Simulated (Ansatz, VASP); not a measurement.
# KBr in VASP and in Ansatz

```xyz
2
Lattice="0.0000 3.5369 3.2749 3.5369 0.0000 3.2749 3.5369 3.5369 0.0000" Properties=species:S:1:pos:R:3 pbc="T T T"
K     0.0000    0.0000    0.0000
Br    3.5369    3.5369    3.2749
```

Change from the starting cell: strain +0.080 along x and y, +0.000 along z, atoms carried along.

Alike in both runs: task single point; functional PBEsol; k mesh 6 × 6 × 6; occupations gaussian, width 0.05 eV; no spin polarisation.

|  | VASP | Ansatz |
| --- | --- | --- |
| version | VASP 6.6.1 | Ansatz 0.2.0 |
| potentials or method | VASP PAW PBE potentials, release 64 (K_sv, Br) | scalar-relativistic, plane waves, PAW |
| plane-wave cutoff (eV) | 520 | 420 |
| valence electrons in the cell | 16 | 16 |

Ansatz gave:

* gap on the k mesh at the Fermi level (eV): 3.99
* least direct gap on the mesh (eV): 3.99
* pressure (GPa): -1.4
* largest component of the traceless stress (GPa): 0.76

Q: Which values does VASP return?

A: gap on the k mesh at the Fermi level (eV): 3.99; least direct gap on the mesh (eV): 3.99; pressure (GPa): -1.4; largest component of the traceless stress (GPa): 0.78.

Caveats: the PAW data sets were made with another functional, which shifts forces and pressure a little (VASP).
